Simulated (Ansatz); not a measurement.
SrO (zincblende), relaxed with r2SCAN in Ansatz 0.2.0: space group F-43m (No. 216), cubic; conventional cell a = 5.585 Å, 21.77 Å³ an atom. Sr has 4 O at 2.42 Å; O has 4 Sr at 2.42 Å. The cell was then strained (x, y and z are the cube axes), with the atoms relaxed again; stress is positive in compression. Simulation only: spin-unpolarised, and no claim that this is the phase found in nature.

- Uniaxial +1.5 % along z, other directions held: r2SCAN's stress changes by -1.08 GPa along the strain and -0.89 GPa across it.
- Isotropic -0.85 % on every length: the pressure changes by +1.77 GPa, and the HSE06 gap (W → Γ) goes from 3.851 to 3.928 eV.
- Epitaxial strain of -1.33 % in the (001) plane: the free normal strain is +2.16 % and the in-plane stress changes by +0.46 GPa.
- Uniaxial strain of +0.5 % along [111], atoms relaxed: the xy stress changes by -0.088 GPa.

(1) Estimate C₁₁, C₁₂ and the bulk modulus from the uniaxial step.

(2) What bulk modulus does the isotropic step give?

(3) Give the volume deformation potential of that gap and its pressure coefficient.

(4) What do the film's normal strain and stress say about the elastic constants?

(5) How much elastic energy does the film store, with 21.77 Å³ an atom?

(6) Estimate C₄₄.

## Answers

(1) With compression positive, C₁₁ ≈ −Δσ∥/ε = (+1.08)/(+0.0150) = 72 GPa and C₁₂ ≈ (+0.89)/(+0.0150) = 59 GPa; B = (C₁₁ + 2C₁₂)/3 = 64 GPa. A one-sided step carries third-order terms: it reads low by some per cent.

(2) Δ ln V = 3 ln(0.9915) = -0.0256, so B ≈ −ΔP/Δ ln V = 69 GPa, against 64 GPa from C₁₁ and C₁₂; one-sided steps of finite size carry third-order terms.

(3) a_V = ΔE_g/Δ ln V = (+0.077)/(-0.0256) = -3.01 eV; dE_g/dP = −a_V/B = +44 meV/GPa, with HSE06's gap and r2SCAN's modulus.

(4) ε⊥/ε∥ = (+0.0216)/(-0.0133) = -1.62, which linear elasticity sets to −2C₁₂/C₁₁ = -1.65 from the uniaxial step. The biaxial modulus is M = −Δσ/ε∥ = 35 GPa (C₁₁ + C₁₂ − 2C₁₂²/C₁₁ = 34 GPa).

(5) u = M ε∥² = −Δσ ε∥ = -0.46 × (-0.0133) = 0.0061 GPa, and 1 GPa Å³ is 6.2415 meV: 0.83 meV an atom. The total energies of the two runs differ by 0.77 meV an atom.

(6) A strain ε along [111] has ε_xy = ε/3 = +0.00167, an engineering shear of 2ε/3, so C₄₄ ≈ −Δσ_xy/(2ε/3) = 26 GPa, atoms relaxed.

The meshes of the hybrids are coarse, so their gaps aren't converged to the digits shown.
